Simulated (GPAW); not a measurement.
Crystal: HgSe.

```
CELL_PARAMETERS angstrom
0.00000 3.03900 3.03900
3.03900 0.00000 3.03900
3.03900 3.03900 0.00000
ATOMIC_POSITIONS crystal
Hg 0.00000 0.00000 0.00000
Se 0.75000 0.75000 0.75000
```

| Item | Value |
| --- | --- |
| Program | GPAW 26.7.0 |
| Task | relaxation of cell and atoms |
| Functional | RPBE |
| Dispersion | D3(BJ) |
| Potentials or basis | the program's PAW data sets (release 1.2.1) made for this functional |
| Cutoff | 600 eV |
| Basis | pw |
| k mesh | 8 × 8 × 8 |
| Occupations | fermi-dirac, width 0.05 eV |
| Spin | no spin polarisation |

At the start: pressure -2.0 GPa; volume 28.07 Å³/atom.

Q: How do energy, volume and symmetry change on relaxing?

A: Over 9 steps the energy falls by 5.9 meV/atom and the volume is 27.01 Å³/atom (-3.8 %); space group F-43m (No. 216, to 0.05 Å).

Step by step:
```csv
step,energy change (eV),largest force (eV/Å),pressure (GPa),volume (Å³)
1,0.0000,0.0000,-1.97,56.13
2,-0.0033,0.0000,-1.69,55.84
3,-0.0080,0.0000,-1.16,55.31
4,-0.0114,0.0000,-0.42,54.62
5,-0.0114,0.0000,0.43,53.87
6,-0.0115,0.0000,0.42,53.89
7,-0.0115,0.0000,0.38,53.92
8,-0.0116,0.0000,0.33,53.96
9,-0.0117,0.0000,0.27,54.01
```

Final structure:
```xyz
2
Lattice="0.0000 3.0002 3.0002 3.0002 0.0000 3.0002 3.0002 3.0002 0.0000" Properties=species:S:1:pos:R:3 pbc="T T T"
Hg    0.0000    0.0000    0.0000
Se    4.5003    4.5003    4.5003
```

Caveat: later steps reuse the first step's grids; pairwise dispersion overbinds metals, which lowers pressure and volume.
